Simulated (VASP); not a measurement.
# Hf (P6_3/mmc) in VASP: a series of runs

Runs on Hf. Level: LDA. Tasks: relaxation of cell and atoms, relaxation of shape and atoms at fixed volume.

Program: VASP 6.6.1. These are calculated values, not measurements. Logs are shortened: lines on timing, memory, paths and dates and some standing lists are left out, and cuts for length are marked.

### 1 Starting point

The structure is hexagonal, space group P6_3/mmc (No. 194). The conventional cell has a = 3.197 Å, b = 3.197 Å, c = 5.058 Å, α = 90.00°, β = 90.00°, γ = 120.00°. Hf (site symmetry -6m2) has 12 Hf at 3.13 to 3.20 Å as nearest neighbours.

### 2 Relaxation of cell and atoms, LDA

INCAR

```
SYSTEM = Hf
PREC = Accurate
ENCUT = 600
EDIFF = 1E-6
ISMEAR = 1
SIGMA = 0.1
LREAL = .FALSE.
LASPH = .TRUE.
NELM = 80
ALGO = Normal
ISIF = 3
LWAVE = .FALSE.
LCHARG = .FALSE.
IBRION = 2
NSW = 90
EDIFFG = -0.01
```

KPOINTS

```
Automatic mesh
0
G
  15 15 7
  0 0 0
```

POSCAR

```
Hf
1.0
    3.1967000000      0.0000000000      0.0000000000
   -1.5983500000      2.7684234083      0.0000000000
    0.0000000000      0.0000000000      5.0578000000
Hf
2
Direct
    0.3333333333      0.6666666667      0.2500000000
    0.6666666667      0.3333333333      0.7500000000
```

Potentials or basis: VASP PAW LDA potentials, release 64 (Hf_pv).

Run with:

```bash
$ cat potpaw_LDA.64/Hf_pv/POTCAR > POTCAR
$ mpirun -np 1 vasp_std > vasp.out
```

OUTCAR:

```text
SYSTEM = Hf
   PREC = Accurate
   ENCUT = 600
   EDIFF = 1E-6
   ISMEAR = 1
   LREAL = .FALSE.
   LASPH = .TRUE.
   NELM = 80
   ISIF = 3
   IBRION = 2
   NSW = 90
   EDIFFG = -0.01

 ion  position               nearest neighbor table
   1  0.333  0.667  0.250-   2 3.13   2 3.13   2 3.13   2 3.13   2 3.13   2 3.13
   2  0.667  0.333  0.750-   1 3.13   1 3.13   1 3.13   1 3.13   1 3.13   1 3.13

  LATTYP: Found a hexagonal cell.
 ALAT       =     3.1967000000
 C/A-ratio  =     1.5821941377

  Lattice vectors:

 A1 = (   3.1967000000,   0.0000000000,   0.0000000000)
 A2 = (  -1.5983500000,   2.7684234083,   0.0000000000)
 A3 = (   0.0000000000,   0.0000000000,   5.0578000000)

Analysis of symmetry for initial positions (statically):
=====================================================================
 Subroutine PRICEL returns:
 Original cell was already a primitive cell.

 Routine SETGRP: Setting up the symmetry group for a
 hexagonal supercell.

 Subroutine GETGRP returns: Found 24 space group operations
 (whereof 12 operations were pure point group operations)
 out of a pool of 24 trial point group operations.

The static configuration has the point symmetry D_3d.
 The point group associated with its full space group is D_6h.

Analysis of symmetry for dynamics (positions and initial velocities):
=====================================================================
 Subroutine PRICEL returns:
 Original cell was already a primitive cell.

 Routine SETGRP: Setting up the symmetry group for a
 hexagonal supercell.

 Subroutine GETGRP returns: Found 24 space group operations
 (whereof 12 operations were pure point group operations)
 out of a pool of 24 trial point group operations.

The dynamic configuration has the point symmetry D_3d.
 The point group associated with its full space group is D_6h.

 Subroutine INISYM returns: Found 24 space group operations
 (whereof 12 operations are pure point group operations),
 and found     1 'primitive' translations

----------------------------------------------------------------------------------------

                                     Primitive cell

  volume of cell :      44.7606

  direct lattice vectors                    reciprocal lattice vectors
     3.196700000  0.000000000  0.000000000     0.312822598  0.180608211  0.000000000
    -1.598350000  2.768423408  0.000000000     0.000000000  0.361216423  0.000000000
     0.000000000  0.000000000  5.057800000     0.000000000  0.000000000  0.197714421

  length of vectors
     3.196700000  3.196700000  5.057800000     0.361216423  0.361216423  0.197714421

  position of ions in fractional coordinates (direct lattice)
     0.333333333  0.666666667  0.250000000
     0.666666667  0.333333333  0.750000000

  ion indices of the primitive-cell ions
   primitive index   ion index
                 1           1
                 2           2

----------------------------------------------------------------------------------------

 KPOINTS: Automatic mesh

Automatic generation of k-mesh.
 Grid dimensions read from file:
 generate k-points for:   15   15    7

 Generating k-lattice:

  Cartesian coordinates                     Fractional coordinates (reciprocal lattice)
     0.020854840  0.012040547  0.000000000     0.066666667  0.000000000  0.000000000
     0.000000000  0.024081095  0.000000000     0.000000000  0.066666667  0.000000000
     0.000000000  0.000000000  0.028244917     0.000000000  0.000000000  0.142857143

  Length of vectors
     0.024081095  0.024081095  0.028244917

  Shift w.r.t. Gamma in fractional coordinates (k-lattice)
     0.000000000  0.000000000  0.000000000

 Subroutine IBZKPT returns following result:
 ===========================================

 Found    108 irreducible k-points:

 Following reciprocal coordinates:
            Coordinates               Weight
  0.000000  0.000000  0.000000      1.000000
  0.066667 -0.000000  0.000000      6.000000
  0.133333 -0.000000  0.000000      6.000000
  0.200000  0.000000  0.000000      6.000000
  0.266667 -0.000000  0.000000      6.000000
  0.333333 -0.000000  0.000000      6.000000
[... 16 lines left out ...]
  0.333333  0.200000  0.000000     12.000000
  0.400000  0.200000  0.000000      6.000000
 [... further k-points ...]
   k-points           NKPTS =    108   k-points in BZ     NKDIM =    108   number of bands    NBANDS=     14
   number of dos      NEDOS =    301   number of ions     NIONS =      2
   total plane-waves  NPLWV =  31360
   dimension x,y,z NGX =    28 NGY =   28 NGZ =   40
   dimension x,y,z NGXF=    56 NGYF=   56 NGZF=   80
   ions per type =               2
   NGX,Y,Z   is equivalent  to a cutoff of  14.56, 14.56, 13.15 a.u.
   NGXF,Y,Z  is equivalent  to a cutoff of  29.12, 29.12, 26.30 a.u.
 SYSTEM =  Hf
   PREC   = accura    normal or accurate (medium, high low for compatibility)
   ISTART =      0    job   : 0-new  1-cont  2-samecut
[... 66 lines left out ...]
  Total       -2.1299908     -2.1299908     -2.1985318      0.0000000      0.0000000     -0.0000000
  in kB      -76.2416471    -76.2416471    -78.6950261      0.0000000      0.0000000     -0.0000000
  external PRESSURE =     -77.0594401 kB  Pullay stress =       0.0000000 kB

 VOLUME and BASIS-vectors are now :
 -----------------------------------------------------------------------------
  energy-cutoff  :      600.00
  volume of cell :       44.76
      direct lattice vectors                 reciprocal lattice vectors
     3.196700000  0.000000000  0.000000000     0.312822598  0.180608211  0.000000000
    -1.598350000  2.768423408  0.000000000     0.000000000  0.361216423  0.000000000
     0.000000000  0.000000000  5.057800000     0.000000000  0.000000000  0.197714421
[... 217 lines left out ...]
 POSITION                                       TOTAL-FORCE (eV/Angst)
 -----------------------------------------------------------------------------------
     -0.00000      1.80195      1.23529         0.000000     -0.000000      0.000000
      1.56054      0.90098      3.70588        -0.000000      0.000000      0.000000
 -----------------------------------------------------------------------------------
    total drift:                               -0.000000      0.000000     -0.000000

  FREE ENERGIE OF THE ION-ELECTRON SYSTEM (eV)
  ---------------------------------------------------
  free  energy   TOTEN  =       -21.3914324100 eV

  energy  without entropy=      -21.3910952941  energy(sigma->0) =      -21.39132004

--------------------------------------- Ionic step        8  -------------------------------------------

 number of electron      19.9999999 magnetization

 Free energy of the ion-electron system (eV)
  ---------------------------------------------------
  ext. energy  EPLUGINS =         0.00000000
  ---------------------------------------------------
  free energy    TOTEN  =       -21.39145313 eV

  energy without entropy =      -21.39106567  energy(sigma->0) =      -21.39132398

 E-fermi :   5.3172     XC(G=0): -11.8000

 val. band max:        5.3094404754   @ k =   0.0000   0.0000   0.4286
 cond. band min:       5.3209422555   @ k =   0.0667   0.0667   0.4286
 fundamental gap:      0.0115017801
 Fermi energy:         5.3172216826

 k-point     1 :       0.0000    0.0000    0.0000
  band No.  band energies     occupation
      1     -25.6025      2.00000
      2     -24.6452      2.00000
      3     -24.6452      2.00000
      4     -24.4853      2.00000
      5     -24.4834      2.00000
      6     -24.4834      2.00000
      7      -2.2449      2.00000
      8       1.3701      2.00000
      9       6.3665     -0.00000
     10       6.4327     -0.00000
     11       6.4327     -0.00000
     12       6.7144     -0.00000
     13       7.3213      0.00000
     14       7.3213      0.00000

 k-point     2 :       0.0667   -0.0000    0.0000
  band No.  band energies     occupation
      1     -25.5877      2.00000
      2     -24.6779      2.00000
      3     -24.6561      2.00000
      4     -24.5181      2.00000
      5     -24.4921      2.00000
      6     -24.4877      2.00000
      7      -2.0966      2.00000
      8       1.5162      2.00000
      9       6.0346     -0.00000
     10       6.1303     -0.00000
[... 362 lines left out ...]
 k-point    24 :       0.4000    0.2000    0.0000
  band No.  band energies     occupation
      1     -25.3167      2.00000
      2     -25.1312      2.00000
      3     -25.0532      2.00000
      4     -25.0070      2.00000
      5     -24.8288      2.00000
      6     -24.7687      2.00000
      7       2.7142      2.00000
      8       2.8875      2.00000
      9       3.1869      2.00000
     10       4.2167      2.00000
     11       5.6393     -0.00005
     12       5.9983     -0.00000
     13       7.2637     -0.00000
     14      10.6807      0.00000

 [... further k-points ...]

------------------------ aborting loop because EDIFF is reached ----------------------------------------

  FORCE on cell =-STRESS in cart. coord.  units (eV):
  Direction    XX          YY          ZZ          XY          YZ          ZX
  --------------------------------------------------------------------------------------
  -------------------------------------------------------------------------------------
  Total        0.0003107      0.0003107     -0.0021391      0.0000000     -0.0000000     -0.0000000
  in kB        0.0119486      0.0119486     -0.0822740      0.0000000     -0.0000000     -0.0000000
  external PRESSURE =      -0.0194590 kB  Pullay stress =       0.0000000 kB

 VOLUME and BASIS-vectors are now :
 -----------------------------------------------------------------------------
  energy-cutoff  :      600.00
  volume of cell :       41.66
      direct lattice vectors                 reciprocal lattice vectors
     3.119143084  0.000000000 -0.000000000     0.320600874  0.185099001  0.000000000
    -1.559571542  2.701257149  0.000000000    -0.000000000  0.370198002 -0.000000000
    -0.000000000  0.000000000  4.943965366     0.000000000 -0.000000000  0.202266789

 POSITION                                       TOTAL-FORCE (eV/Angst)
 -----------------------------------------------------------------------------------
     -0.00000      1.80084      1.23599        -0.000000      0.000000      0.000000
      1.55957      0.90042      3.70797         0.000000      0.000000      0.000000
 -----------------------------------------------------------------------------------
    total drift:                               -0.000000      0.000000     -0.000000

  FREE ENERGIE OF THE ION-ELECTRON SYSTEM (eV)
  ---------------------------------------------------
  free  energy   TOTEN  =       -21.3914531296 eV

  energy  without entropy=      -21.3910656700  energy(sigma->0) =      -21.39132398

 reached required accuracy - stopping structural energy minimisation
```

It took 5.2 min on 1 thread of AMD EPYC 7R13 (Zen 3), shared host; peak memory 0.19 GiB.

Results:

- Free energy: -21.3915 eV
- Relaxed volume: 20.83 Å³/atom
- Relaxed cell: a = 3.119 Å, b = 3.119 Å, c = 4.944 Å, α = 90.00°, β = 90.00°, γ = 120.00°
- Space group after relaxing (to 0.05 Å): P6_3/mmc (No. 194)
- Energy gained by relaxing: 39.2 meV/atom
- Ionic steps: 8
- Pressure after relaxing: 0.0 GPa
- Band gap on the k mesh: none (metal or under the smearing width)

The path:
```
step  energy change (eV)  largest force (eV/Å)  pressure (GPa)  volume (Å³)
   1              0.0000                0.0000           -7.71        44.76
   2              0.0507                0.0000           12.55        38.14
   3             -0.0783                0.0000           -0.19        41.73
   4             -0.0784                0.0000           -0.02        41.67
   5             -0.0783                0.0000            0.16        41.61
   6             -0.0784                0.0000           -0.16        41.72
   7             -0.0784                0.0000           -0.08        41.68
   8             -0.0784                0.0000            0.00        41.66
```

Final structure:
```
Hf
1.0
     3.11914    0.00000    0.00000
    -1.55957    2.70126    0.00000
     0.00000    0.00000    4.94397
Hf
2
Direct
  0.33333 0.66667 0.25000
  0.66667 0.33333 0.75000
```

### 3 Relaxation of cell and atoms, LDA

This run uses another cell than the first one, of 20.83 Å³/atom, 0.931 times its volume.

INCAR, as its differences from that of step 2:

```diff
@@ -3,3 +3,3 @@
 ENCUT = 600
-EDIFF = 1E-6
+EDIFF = 1E-7
 ISMEAR = 1
@@ -15,2 +15,2 @@
 NSW = 90
-EDIFFG = -0.01
+EDIFFG = -0.005
```

KPOINTS is that of step 2.

POSCAR

```
Hf                                      
1.0
    3.1191430839      0.0000000000     -0.0000000000
   -1.5595715420      2.7012571487      0.0000000000
   -0.0000000000      0.0000000000      4.9439653661
  Hf            
     2
Direct
     0.3333333332999970    0.6666666667000030    0.2500000000000000
     0.6666666667000030    0.3333333332999970    0.7500000000000000
```

Potentials or basis: VASP PAW LDA potentials, release 64 (Hf_pv).

Run with:

```bash
$ cat potpaw_LDA.64/Hf_pv/POTCAR > POTCAR
$ mpirun -np 1 vasp_std > vasp.out
```

Wall time 74 s (1 thread of AMD EPYC 7R13 (Zen 3), shared host); peak memory 0.17 GiB.

The run converged. Its results:

```yaml
Free_energy: -21.3911 eV
Pressure_after_relaxing: 0.0 GPa
Band_gap_on_the_k_mesh: none (metal or under the smearing width)
```

Final structure:
```yaml
crystal:
  lattice:
    - [3.11914, 0.00000, 0.00000]
    - [-1.55957, 2.70126, 0.00000]
    - [0.00000, 0.00000, 4.94397]
  atoms:
    - { symbol: Hf, position: [0.33333, 0.66667, 0.25000] }
    - { symbol: Hf, position: [0.66667, 0.33333, 0.75000] }
```

Levels at points of the mesh, in eV from the Fermi level:
```tsv
k point	band 8	band 9	band 10	band 11	band 12	band 13
(0.00, 0.00, 0.00)	-3.95	1.05	1.12	1.12	1.40	2.00
```

Caveat: the relaxation stopped at its first step, so nothing moved. Spin-orbit coupling is left out, which matters for the levels of Hf.

### 4 Relaxation of shape and atoms at fixed volume, LDA (a relaxed cell with its volume scaled by 0.94)

INCAR, as its differences from that of step 3:

```diff
@@ -10,3 +10,3 @@
 ALGO = Normal
-ISIF = 3
+ISIF = 4
 LWAVE = .FALSE.
@@ -14,3 +14,3 @@
 IBRION = 2
-NSW = 90
-EDIFFG = -0.005
+NSW = 40
+EDIFFG = -0.01
```

KPOINTS is that of step 3.

POSCAR

```
Hf                                      
1.0
    3.0554692361      0.0000000000      0.0000000000
   -1.5277346181      2.6461139789      0.0000000000
    0.0000000000      0.0000000000      4.8430397946
  Hf            
     2
Direct
     0.3333333332999970    0.6666666667000030    0.2500000000000000
     0.6666666667000030    0.3333333332999970    0.7500000000000000
```

Run with:

```bash
$ cat potpaw_LDA.64/Hf_pv/POTCAR > POTCAR
$ mpirun -np 1 vasp_std > vasp.out
```

It took 95 s on 1 thread of AMD EPYC 7R13 (Zen 3), shared host; peak memory 0.16 GiB.

The run converged. Its results:

* Free energy: -21.3289 eV
* Energy gained by relaxing: 0.2 meV/atom
* Ionic steps: 2
* Pressure after relaxing: 8.3 GPa
* Band gap on the k mesh: none (metal or under the smearing width)

The path:
| step | energy change (eV) | largest force (eV/Å) | pressure (GPa) |
| --- | --- | --- | --- |
| 1 | 0.0000 | 0.0000 | 8.38 |
| 2 | -0.0004 | 0.0000 | 8.32 |

Final structure:
```cif
data_structure
_symmetry_space_group_name_H-M 'P 1'
_symmetry_Int_Tables_number 1
_cell_length_a 3.0500
_cell_length_b 3.0500
_cell_length_c 4.8604
_cell_angle_alpha 90.000
_cell_angle_beta 90.000
_cell_angle_gamma 120.000
_cell_volume 39.16
loop_
_atom_site_label
_atom_site_type_symbol
_atom_site_fract_x
_atom_site_fract_y
_atom_site_fract_z
_atom_site_occupancy
Hf1 Hf 0.33333 0.66667 0.25000 1
Hf2 Hf 0.66667 0.33333 0.75000 1
```

Levels at points of the mesh, in eV from the Fermi level:
| k point | band 6 | band 7 | band 8 | band 9 | band 10 | band 11 | band 12 | band 13 | band 14 |
| --- | --- | --- | --- | --- | --- | --- | --- | --- | --- |
| (0.00, 0.00, 0.00) | -29.59 | -7.76 | -4.18 | 1.12 | 1.12 | 1.28 | 1.36 | 2.07 | 2.07 |

### 5 Relaxation of shape and atoms at fixed volume, LDA (a relaxed cell with its volume scaled by 0.96)

INCAR is that of step 4.

KPOINTS is that of step 4.

POSCAR

```
Hf                                      
1.0
    3.0769873340      0.0000000000      0.0000000000
   -1.5384936671      2.6647491984      0.0000000000
    0.0000000000      0.0000000000      4.8771468324
  Hf            
     2
Direct
     0.3333333332999970    0.6666666667000030    0.2500000000000000
     0.6666666667000030    0.3333333332999970    0.7500000000000000
```

Run with:

```bash
$ cat potpaw_LDA.64/Hf_pv/POTCAR > POTCAR
$ mpirun -np 1 vasp_std > vasp.out
```

It took 1.9 min on 1 thread of AMD EPYC 7R13 (Zen 3), shared host; peak memory 0.17 GiB.

Results (log left out):

- Free energy: -21.3642 eV
- Energy gained by relaxing: 0.1 meV/atom
- Ionic steps: 2
- Pressure after relaxing: 5.3 GPa
- Band gap on the k mesh: none (metal or under the smearing width)

The path:
| step | energy change (eV) | largest force (eV/Å) | pressure (GPa) |
| --- | --- | --- | --- |
| 1 | 0.0000 | 0.0000 | 5.32 |
| 2 | -0.0002 | 0.0000 | 5.29 |

Final structure:
```cif
data_structure
_symmetry_space_group_name_H-M 'P 1'
_symmetry_Int_Tables_number 1
_cell_length_a 3.0737
_cell_length_b 3.0737
_cell_length_c 4.8877
_cell_angle_alpha 90.000
_cell_angle_beta 90.000
_cell_angle_gamma 120.000
_cell_volume 39.99
loop_
_atom_site_label
_atom_site_type_symbol
_atom_site_fract_x
_atom_site_fract_y
_atom_site_fract_z
_atom_site_occupancy
Hf1 Hf 0.33333 0.66667 0.25000 1
Hf2 Hf 0.66667 0.33333 0.75000 1
```

Levels at points of the mesh, in eV from the Fermi level:
```tsv
k point	band 7	band 8	band 9	band 10	band 11	band 12	band 13	band 14
(0.00, 0.00, 0.00)	-7.70	-4.10	1.12	1.12	1.20	1.38	2.05	2.05
```

### 6 Relaxation of shape and atoms at fixed volume, LDA (a relaxed cell with its volume scaled by 0.98)

INCAR is that of step 5.

KPOINTS is that of step 5.

POSCAR

```
Hf                                      
1.0
    3.0982086069      0.0000000000      0.0000000000
   -1.5491043035      2.6831273598      0.0000000000
    0.0000000000      0.0000000000      4.9107833907
  Hf            
     2
Direct
     0.3333333332999970    0.6666666667000030    0.2500000000000000
     0.6666666667000030    0.3333333332999970    0.7500000000000000
```

Potentials or basis: VASP PAW LDA potentials, release 64 (Hf_pv).

Run with:

```bash
$ cat potpaw_LDA.64/Hf_pv/POTCAR > POTCAR
$ mpirun -np 1 vasp_std > vasp.out
```

It took 2 min on 1 thread of AMD EPYC 7R13 (Zen 3), shared host; peak memory 0.17 GiB.

Results (log left out):

- Free energy: -21.3845 eV
- Energy gained by relaxing: 0.0 meV/atom
- Ionic steps: 2
- Pressure after relaxing: 2.5 GPa
- Band gap on the k mesh: none (metal or under the smearing width)

Final structure:
```
Hf
1.0
     3.09678    0.00000    0.00000
    -1.54839    2.68189    0.00000
     0.00000    0.00000    4.91531
Hf
2
Direct
  0.33333 0.66667 0.25000
  0.66667 0.33333 0.75000
```

Levels at points of the mesh, in eV from the Fermi level:
| k point | band 7 | band 8 | band 9 | band 10 | band 11 | band 12 | band 13 | band 14 |
| --- | --- | --- | --- | --- | --- | --- | --- | --- |
| (0.00, 0.00, 0.00) | -7.63 | -4.02 | 1.12 | 1.12 | 1.12 | 1.39 | 2.03 | 2.03 |

### 7 Overview

| task | cell | gap on the mesh (eV) | pressure (GPa) |
| --- | --- | --- | --- |
| relaxation of cell and atoms | relaxed | none | 0.0 |
| relaxation of shape and atoms at fixed volume | atoms relaxed at fixed volume from: a relaxed cell with its volume scaled by 0.94 | none | 8.3 |
| relaxation of shape and atoms at fixed volume | atoms relaxed at fixed volume from: a relaxed cell with its volume scaled by 0.96 | none | 5.3 |
| relaxation of shape and atoms at fixed volume | atoms relaxed at fixed volume from: a relaxed cell with its volume scaled by 0.98 | none | 2.5 |

Alike in all rows: level LDA; potentials or basis VASP PAW LDA potentials, release 64 (Hf_pv); no spin polarisation; k mesh 15 × 15 × 7; cutoff (eV) 600; smearing methfessel-paxton 0.1 eV.

Caveats: the relaxation stopped at its first step, so nothing moved (some runs).

Total energies depend on the potentials used, so only differences within one code and one set of settings carry meaning.
